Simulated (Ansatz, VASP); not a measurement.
Br: VASP beside Ansatz

```
Br
1.0
    -1.51886    1.51886    1.51886
     1.51886   -1.51886    1.51886
     1.51886    1.51886   -1.51886
Br
1
Direct
  0.00000 0.00000 0.00000
```

Change from the starting cell: volume scaled by 0.58, LAPW.

Alike in both runs: task single point; functional PBEsol; k mesh 16 × 16 × 16; occupations fermi-dirac, width 0.05 eV; no spin polarisation.

|  | VASP | Ansatz |
| --- | --- | --- |
| version | VASP 6.6.1 | Ansatz 0.2.0 |
| potentials or method | VASP PAW PBE potentials, release 64 (Br), cutoff 520 eV | all-electron LAPW, scalar-relativistic |

Ansatz gave:

```
pressure (GPa) : 84.9
```

Task: Estimate VASP's values.

Result: Pressure (GPa): 85.4.

Ansatz ran all-electron here, so the differences hold the error of VASP's frozen core and of both bases.

Caveats: the cell as given lies far from equilibrium; so large a pressure means that the cell lies far from this level's equilibrium, or that cutoff or potentials fall short (VASP); the potentials were made for another functional, which shifts forces and pressure (VASP); an odd number of electrons without spin polarisation forces a metal; a magnetic or distorted state may lie lower.
